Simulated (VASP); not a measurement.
# KI (Fm-3m): heat capacity and expansion from phonons, part 5 of 5

How fast does KI expand on heating, by the quasi-harmonic approximation? The start is a cell from a database of measured crystal structures.

VASP 6.6.1; PBEsol; plane waves and PAW (K_sv, I).

So far. Step 10 (Static energy at fixed volume, volume scale 0.98): Little changed from the start: no atom moved by 0.005 Å and no cell edge by 0.1 %.

### 13. Force constants in the supercell, volume scale 1.06

System of this step: KI. The structure is cubic, space group Fm-3m (No. 225). Conventional cell: a = 7.151 Å, b = 7.151 Å, c = 7.151 Å, α = 90.00°, β = 90.00°, γ = 90.00°. K has 6 I at 3.58 Å nearest. Nearest to I lie 6 K at 3.58 Å. Farther neighbours and most contacts between anions are not listed.

The input, INCAR:

```
SYSTEM = KI
PREC = Accurate
ENCUT = 400
EDIFF = 1E-07
NELM = 100
ISMEAR = 0
SIGMA = 0.05
LREAL = .FALSE.
ALGO = Normal
GGA = PS
NBANDS = 80
LWAVE = .FALSE.
LCHARG = .FALSE.
KPAR = 4
IBRION = 6
NSW = 1
NFREE = 2
POTIM = 0.015
ISIF = 0
ADDGRID = .TRUE.
```

The input, POSCAR:

```
KI
1.0
    0.0000000000      7.1510196680      7.1510196680
    7.1510196680      0.0000000000      7.1510196680
    7.1510196680      7.1510196680      0.0000000000
K I
8 8
Direct
    0.0000000000      0.0000000000      0.0000000000
    0.0000000000      0.0000000000      0.5000000000
    0.0000000000      0.5000000000      0.0000000000
    0.0000000000      0.5000000000      0.5000000000
    0.5000000000      0.0000000000      0.0000000000
    0.5000000000      0.0000000000      0.5000000000
    0.5000000000      0.5000000000      0.0000000000
    0.5000000000      0.5000000000      0.5000000000
    0.2500000000      0.2500000000      0.2500000000
    0.2500000000      0.2500000000      0.7500000000
    0.2500000000      0.7500000000      0.2500000000
    0.2500000000      0.7500000000      0.7500000000
    0.7500000000      0.2500000000      0.2500000000
    0.7500000000      0.2500000000      0.7500000000
    0.7500000000      0.7500000000      0.2500000000
    0.7500000000      0.7500000000      0.7500000000
```

The input, KPOINTS:

```
Automatic mesh
0
Gamma
2 2 2
0 0 0
```

The projector-augmented-wave data sets are K_sv and I (PBE family, release 64).

On the command line:

```bash
mpirun -np 12 vasp_std
```

The program printed:

```text
[... set-up lines as in an earlier step ...]
 entering main loop
       N       E                     dE             d eps       ncg     rms          rms(c)
DAV:   1     0.849540574444E+03    0.84954E+03   -0.45979E+04   495   0.108E+03
DAV:   2     0.299945385668E+02   -0.81955E+03   -0.80253E+03   639   0.293E+02
DAV:   3    -0.441316333495E+02   -0.74126E+02   -0.73996E+02   612   0.747E+01
DAV:   4    -0.469977847406E+02   -0.28662E+01   -0.28612E+01   729   0.165E+01
[...]
DAV:  13    -0.464422270202E+02   -0.23385E-04   -0.27295E-05   567   0.191E-02    0.705E-03
DAV:  14    -0.464422268772E+02    0.14297E-06   -0.27618E-06   594   0.478E-03    0.159E-03
DAV:  15    -0.464422268824E+02   -0.51550E-08   -0.29273E-07   468   0.141E-03
   1 F= -.46442227E+02 E0= -.46442227E+02  d E =-.487652E-11
[...]
2 F= -.46442104E+02 E0= -.46442104E+02  d E =-.484919E-11
[...]
3 F= -.46442104E+02 E0= -.46442104E+02  d E =-.484602E-11
[...]
4 F= -.46442104E+02 E0= -.46442104E+02  d E =-.566628E-11
[...]
5 F= -.46442104E+02 E0= -.46442104E+02  d E =-.568919E-11
 Finite differences progress:
  Degree of freedom:   2/  2
  Displacement:        2/  2
  Total:               4/  4
```

The job ended after 4.3 min (12 MPI ranks of Intel Xeon Platinum 8375C at 2.90GHz (Ice Lake), shared host; peak memory 8.7 GiB; 51 min of CPU time).

OUTCAR, selected parts (step 13):

```text
 POSITION                                       TOTAL-FORCE (eV/Angst)
 -----------------------------------------------------------------------------------
      0.00000      0.00000      0.00000         0.000230      0.000000      0.000000
      3.57551      3.57551      0.00000        -0.000657      0.000000      0.000006
      3.57551      0.00000      3.57551        -0.000657      0.000006     -0.000000
      7.15102      3.57551      3.57551        -0.004643      0.000000      0.000000
      0.00000      3.57551      3.57551        -0.005100      0.000000      0.000000
      3.57551      7.15102      3.57551        -0.000657     -0.000006      0.000000
      3.57551      3.57551      7.15102        -0.000657      0.000000     -0.000006
      7.15102      7.15102      7.15102         0.000230      0.000000      0.000000
      3.56051      3.57551      3.57551         0.016422      0.000000      0.000000
      7.15102      7.15102      3.57551        -0.001066     -0.001849      0.000000
      7.15102      3.57551      7.15102        -0.001066      0.000000     -0.001849
     10.72653      7.15102      7.15102         0.000319      0.000000      0.000000
      3.57551      7.15102      7.15102         0.000319      0.000000      0.000000
      7.15102     10.72653      7.15102        -0.001066      0.000000      0.001849
      7.15102      7.15102     10.72653        -0.001066      0.001849      0.000000
     10.72653     10.72653     10.72653        -0.000886      0.000000      0.000000
 -----------------------------------------------------------------------------------
    total drift:                               -0.000067     -0.000000     -0.000000

  FREE ENERGIE OF THE ION-ELECTRON SYSTEM (eV)
  ---------------------------------------------------
  free  energy   TOTEN  =       -46.4421036237 eV

  energy  without entropy=      -46.4421036237  energy(sigma->0) =      -46.44210362

[... 1 part as in an earlier step ...]

[... 2 further parts left out ...]
[key lines of the parts left out:]
E-fermi :  -0.4563
```

### 14. Static energy at fixed volume, volume scale 1.08

System of this step: KI. The structure is cubic, space group Fm-3m (No. 225). The conventional cell has a = 7.196 Å, b = 7.196 Å, c = 7.196 Å, α = 90.00°, β = 90.00°, γ = 90.00°. Nearest to K lie 6 I at 3.60 Å. I has 6 K at 3.60 Å nearest. Farther neighbours and most contacts between anions are not listed.

The input, INCAR:

```
SYSTEM = KI
PREC = Accurate
ENCUT = 400
EDIFF = 1E-08
NELM = 100
ISMEAR = 0
SIGMA = 0.05
LREAL = .FALSE.
ALGO = Normal
GGA = PS
NBANDS = 14
LORBIT = 11
LWAVE = .FALSE.
LCHARG = .FALSE.
KPAR = 12
IBRION = 2
NSW = 30
ISIF = 4
EDIFFG = -0.002
```

The input, POSCAR:

```
KI
1.0
    0.0000000000      3.5978573507      3.5978573507
    3.5978573507      0.0000000000      3.5978573507
    3.5978573507      3.5978573507      0.0000000000
K I
1 1
Direct
    0.0000000000      0.0000000000      0.0000000000
    0.5000000000      0.5000000000      0.5000000000
```

The input, KPOINTS:

```
Automatic mesh
0
Gamma
8 8 8
0 0 0
```

On the command line:

```bash
mpirun -np 12 vasp_std
```

The program printed:

```text
[... set-up lines as in an earlier step ...]
 entering main loop
       N       E                     dE             d eps       ncg     rms          rms(c)
DAV:   1     0.731534515286E+02    0.73153E+02   -0.55470E+03   812   0.784E+02
DAV:   2    -0.130632726547E+01   -0.74460E+02   -0.70537E+02  1030   0.193E+02
DAV:   3    -0.568732253070E+01   -0.43810E+01   -0.43666E+01  1126   0.424E+01
DAV:   4    -0.589259297613E+01   -0.20527E+00   -0.20522E+00  1346   0.823E+00
[...]
DAV:  14    -0.579876274630E+01   -0.11621E-06   -0.15817E-07  1104   0.222E-03    0.142E-03
DAV:  15    -0.579876273371E+01    0.12589E-07   -0.36642E-08   876   0.103E-03    0.574E-04
DAV:  16    -0.579876274030E+01   -0.65911E-08   -0.14341E-09   724   0.260E-04
   1 F= -.57987627E+01 E0= -.57987627E+01  d E =-.579876E+01
[...]
reached required accuracy - stopping structural energy minimisation
```

Elapsed: 12 s, on 12 MPI ranks; peak memory 2.7 GiB.

OUTCAR, selected parts (step 14):

```text
  Total       -0.4491556     -0.4491556     -0.4491556     -0.0000000     -0.0000000     -0.0000000
  in kB       -7.7258386     -7.7258386     -7.7258386     -0.0000000     -0.0000000     -0.0000000
  external PRESSURE =      -7.7258386 kB  Pullay stress =       0.0000000 kB

 POSITION                                       TOTAL-FORCE (eV/Angst)
 -----------------------------------------------------------------------------------
      0.00000      0.00000      0.00000         0.000000      0.000000      0.000000
      3.59786      3.59786      3.59786        -0.000000     -0.000000     -0.000000
 -----------------------------------------------------------------------------------
    total drift:                                0.000000      0.000000      0.000000

  FREE ENERGIE OF THE ION-ELECTRON SYSTEM (eV)
  ---------------------------------------------------
  free  energy   TOTEN  =        -5.7987627403 eV

  energy  without entropy=       -5.7987627403  energy(sigma->0) =       -5.79876274

[... 2 parts as in an earlier step ...]

[... 2 further parts left out ...]
[key lines of the parts left out:]
E-fermi :  -0.4783
```

### 15. Side by side

Times are for 12 MPI ranks of Intel Xeon Platinum 8375C at 2.90GHz (Ice Lake), shared host. The series side by side:

```csv
no.,volume scale,energy at zero smearing (eV),pressure (GPa),time,memory (GiB)
1,0.98,-5.815,0.2637,7 s,2.4
2,1,-5.816,0.004050,9.4 s,2.3
3,1.02,-5.815,-0.2261,13 s,2.6
4,1.04,-5.812,-0.4301,12 s,2.7
5,1.06,-5.806,-0.6113,11 s,2.7
6,1.08,-5.799,-0.7726,12 s,2.7
```

### 16. Force constants in the supercell, volume scale 1.08

System of this step: KI. The structure is cubic, space group Fm-3m (No. 225). Conventional cell: a = 7.196 Å, b = 7.196 Å, c = 7.196 Å, α = 90.00°, β = 90.00°, γ = 90.00°. Nearest to K lie 6 I at 3.60 Å. Nearest to I lie 6 K at 3.60 Å. Farther neighbours and most contacts between anions are not listed.

The input, INCAR:

```
SYSTEM = KI
PREC = Accurate
ENCUT = 400
EDIFF = 1E-07
NELM = 100
ISMEAR = 0
SIGMA = 0.05
LREAL = .FALSE.
ALGO = Normal
GGA = PS
NBANDS = 80
LWAVE = .FALSE.
LCHARG = .FALSE.
KPAR = 4
IBRION = 6
NSW = 1
NFREE = 2
POTIM = 0.015
ISIF = 0
ADDGRID = .TRUE.
```

The input, POSCAR:

```
KI
1.0
    0.0000000000      7.1957147014      7.1957147014
    7.1957147014      0.0000000000      7.1957147014
    7.1957147014      7.1957147014      0.0000000000
K I
8 8
Direct
    0.0000000000      0.0000000000      0.0000000000
    0.0000000000      0.0000000000      0.5000000000
    0.0000000000      0.5000000000      0.0000000000
    0.0000000000      0.5000000000      0.5000000000
    0.5000000000      0.0000000000      0.0000000000
    0.5000000000      0.0000000000      0.5000000000
    0.5000000000      0.5000000000      0.0000000000
    0.5000000000      0.5000000000      0.5000000000
    0.2500000000      0.2500000000      0.2500000000
    0.2500000000      0.2500000000      0.7500000000
    0.2500000000      0.7500000000      0.2500000000
    0.2500000000      0.7500000000      0.7500000000
    0.7500000000      0.2500000000      0.2500000000
    0.7500000000      0.2500000000      0.7500000000
    0.7500000000      0.7500000000      0.2500000000
    0.7500000000      0.7500000000      0.7500000000
```

The input, KPOINTS:

```
Automatic mesh
0
Gamma
2 2 2
0 0 0
```

On the command line:

```bash
mpirun -np 12 vasp_std
```

The program printed:

```text
[... set-up lines as in an earlier step ...]
 entering main loop
       N       E                     dE             d eps       ncg     rms          rms(c)
DAV:   1     0.838441125998E+03    0.83844E+03   -0.46226E+04   486   0.108E+03
DAV:   2     0.300321656337E+02   -0.80841E+03   -0.79101E+03   621   0.288E+02
DAV:   3    -0.440795528052E+02   -0.74112E+02   -0.73971E+02   612   0.749E+01
DAV:   4    -0.469511215607E+02   -0.28716E+01   -0.28661E+01   729   0.166E+01
[...]
DAV:  16    -0.463840604088E+02   -0.62294E-06   -0.82488E-08   378   0.955E-04    0.103E-03
DAV:  17    -0.463840602429E+02    0.16592E-06   -0.25666E-08   351   0.458E-04    0.306E-04
DAV:  18    -0.463840602312E+02    0.11620E-07   -0.73256E-09   351   0.245E-04
   1 F= -.46384060E+02 E0= -.46384060E+02  d E =-.263714E-18
[...]
2 F= -.46383946E+02 E0= -.46383946E+02  d E =-.267051E-18
[...]
3 F= -.46383946E+02 E0= -.46383946E+02  d E =-.266811E-18
[...]
4 F= -.46383946E+02 E0= -.46383946E+02  d E =-.334331E-18
[...]
5 F= -.46383946E+02 E0= -.46383946E+02  d E =-.336438E-18
 Finite differences progress:
  Degree of freedom:   2/  2
  Displacement:        2/  2
  Total:               4/  4
```

It took 4.8 min on 12 MPI ranks; peak memory 8.7 GiB.

OUTCAR, selected parts (step 16):

```text
 POSITION                                       TOTAL-FORCE (eV/Angst)
 -----------------------------------------------------------------------------------
      0.00000      0.00000      0.00000         0.000222     -0.000000     -0.000000
      3.59786      3.59786      0.00000        -0.000710      0.000000      0.000004
      3.59786      0.00000      3.59786        -0.000710      0.000004      0.000000
      7.19571      3.59786      3.59786        -0.003918      0.000000      0.000000
      0.00000      3.59786      3.59786        -0.004359      0.000000      0.000000
      3.59786      7.19571      3.59786        -0.000710     -0.000004     -0.000000
      3.59786      3.59786      7.19571        -0.000710      0.000000     -0.000004
      7.19571      7.19571      7.19571         0.000222      0.000000      0.000000
      3.58286      3.59786      3.59786         0.015189      0.000000      0.000000
      7.19571      7.19571      3.59786        -0.001070     -0.001858      0.000000
      7.19571      3.59786      7.19571        -0.001070      0.000000     -0.001858
     10.79357      7.19571      7.19571         0.000323      0.000000      0.000000
      3.59786      7.19571      7.19571         0.000323      0.000000      0.000000
      7.19571     10.79357      7.19571        -0.001070      0.000000      0.001858
      7.19571      7.19571     10.79357        -0.001070      0.001858      0.000000
     10.79357     10.79357     10.79357        -0.000878      0.000000      0.000000
 -----------------------------------------------------------------------------------
    total drift:                                0.000044      0.000000      0.000000

  FREE ENERGIE OF THE ION-ELECTRON SYSTEM (eV)
  ---------------------------------------------------
  free  energy   TOTEN  =       -46.3839457881 eV

  energy  without entropy=      -46.3839457881  energy(sigma->0) =      -46.38394579

[... 1 part as in an earlier step ...]

[... 2 further parts left out ...]
[key lines of the parts left out:]
E-fermi :  -0.4686
```

Table of vibrational free energy by temperature:

| temperature (K) | vibrational free energy (meV/atom) |
| --- | --- |
| 0 | 11.8 |
| 40 | 10.0 |
| 80 | 2.18 |
| 120 | -10.4 |
| 160 | -26.2 |
| 200 | -44.6 |
| 240 | -65.0 |
| 280 | -87.1 |
| 320 | -111 |
| 360 | -136 |
| 400 | -162 |
| 440 | -189 |
| 480 | -217 |
| 520 | -246 |

### 17. Side by side

Times are for 12 MPI ranks of Intel Xeon Platinum 8375C at 2.90GHz (Ice Lake), shared host. The runs compared:

```
no.  volume scale  free energy 300 (meV/atom)  zero point energy (meV/atom)  highest frequency (cm⁻¹)     time  memory (GiB)
  1          0.98                      -86.00                         14.20                     131.2    3 min           7.5
  2             1                      -88.52                         13.67                     127.6  5.8 min           8.5
  3          1.02                      -90.97                         13.19                     124.5  5.7 min           8.4
  4          1.04                      -93.56                         12.71                     121.5  4.9 min           8.7
  5          1.06                      -96.15                         12.24                     118.6  4.3 min           8.7
  6          1.08                      -98.77                         11.79                     115.8  4.8 min           8.7
```

The runs together. The vibrational free energy by temperature; values in meV/atom:

| temperature (K) | 0.98 | 1 | 1.02 | 1.04 | 1.06 | 1.08 |
| --- | --- | --- | --- | --- | --- | --- |
| 0 | 14.2 | 13.7 | 13.2 | 12.7 | 12.2 | 11.8 |
| 40 | 12.8 | 12.2 | 11.7 | 11.1 | 10.6 | 10.0 |
| 80 | 6.14 | 5.34 | 4.56 | 3.76 | 2.97 | 2.18 |
| 120 | -4.91 | -6.00 | -7.05 | -8.16 | -9.26 | -10.4 |
| 160 | -19.2 | -20.6 | -21.9 | -23.4 | -24.8 | -26.2 |
| 200 | -35.9 | -37.7 | -39.3 | -41.1 | -42.8 | -44.6 |
| 240 | -54.7 | -56.8 | -58.7 | -60.8 | -62.9 | -65.0 |
| 280 | -75.2 | -77.6 | -79.8 | -82.3 | -84.7 | -87.1 |
| 320 | -97.1 | -99.8 | -102 | -105 | -108 | -111 |
| 360 | -120 | -123 | -126 | -129 | -132 | -136 |
| 400 | -145 | -148 | -151 | -155 | -158 | -162 |
| 440 | -170 | -174 | -177 | -181 | -185 | -189 |
| 480 | -196 | -200 | -204 | -208 | -213 | -217 |
| 520 | -224 | -228 | -232 | -237 | -241 | -246 |

### 18. Thermal expansion

This step: quasi-harmonic approximation, PBEsol, no electronic free energy; plane waves and PAW (VASP 6.6.1).

At each temperature the sum of static and vibrational free energy is fitted against volume; its minimum is the volume at that temperature.

This step runs nothing: it gathers the runs above.

This step gave:

```yaml
volume_expansion_300: 167.7 1e-6/K
volume_300: 45.13 Å³/atom
bulk_modulus_300: 9.325 GPa
heat_capacity_p_300: 26.83 J/K/mol of atoms
static_volume: 43.18 Å³/atom
```

Volume against temperature:

```csv
temperature (K),volume (Å³/atom)
0,43.5
20,43.5
40,43.6
60,43.6
80,43.7
100,43.8
120,43.9
140,44.0
160,44.2
180,44.3
200,44.4
220,44.6
240,44.7
260,44.8
280,45.0
300,45.1
320,45.3
```

The volume expansion coefficient by temperature:

| temperature (K) | volume expansion coefficient (1e-6/K) |
| --- | --- |
| 40 | 64.9 |
| 60 | 93.4 |
| 80 | 111 |
| 100 | 121 |
| 120 | 128 |
| 140 | 134 |
| 160 | 139 |
| 180 | 143 |
| 200 | 147 |
| 220 | 151 |
| 240 | 155 |
| 260 | 159 |
| 280 | 163 |
| 300 | 168 |
| 320 | 169 |

Isothermal bulk modulus against temperature:

```csv
temperature (K),isothermal bulk modulus (GPa)
0,11.8
20,11.8
40,11.7
60,11.6
80,11.4
100,11.2
120,11.0
140,10.8
160,10.7
180,10.5
200,10.3
220,10.1
240,9.90
260,9.71
280,9.52
300,9.32
320,9.13
```

The heat capacity by temperature; values in J/K/mol of atoms:

```
temperature (K)    Cp    Cv
              0     0     0
             20  6.42  6.42
             40  14.8  14.8
             60  19.4  19.2
             80  21.7  21.4
            100  23.0  22.6
            120  23.9  23.3
            140  24.4  23.7
            160  24.9  24.0
            180  25.2  24.2
            200  25.5  24.3
            220  25.8  24.5
            240  26.1  24.5
            260  26.3  24.6
            280  26.6  24.7
            300  26.8  24.7
            320  27.0  24.7
```

### 19. Outcome

- volume expansion at 300 K: 168 1e-6/K
- volume at 300 K: 45.1 Å³/atom
- bulk modulus at 300 K: 9.32 GPa
- heat capacity at constant pressure, 300 K: 26.8 J/K/mol of atoms

**Reading.** The volume grows by 168 millionths per kelvin at 300 K, and lies 4.5 % above the static minimum there. The vibrational free energies scatter by 0.02 meV/atom about their fit near 300 K. A fit linear in ln V would give 148 millionths per kelvin and 10.2 GPa at 300 K, which shows how far the choice of fit matters. Phonon-phonon terms beyond the change with volume and the long-range dipole term are left out, and the supercell is small, so the curves are least sure at high temperature.

[Lines on the potential files, build, host, timing and source positions are cut from VASP's logs without a mark.]

[Logs are printed without paths, hosts, clocks, repeated set-up lines and the standing remarks that a program may print on its own settings, such as how far it seeks lower states.]

[Hosts, paths, dates, database ids (printed as entryN), source tags and the programs' standing remarks are cut or masked in the printed files.]

[In band tables of VASP the shares of atoms and orbitals are scaled to a sum of 1 inside the atoms' spheres.]
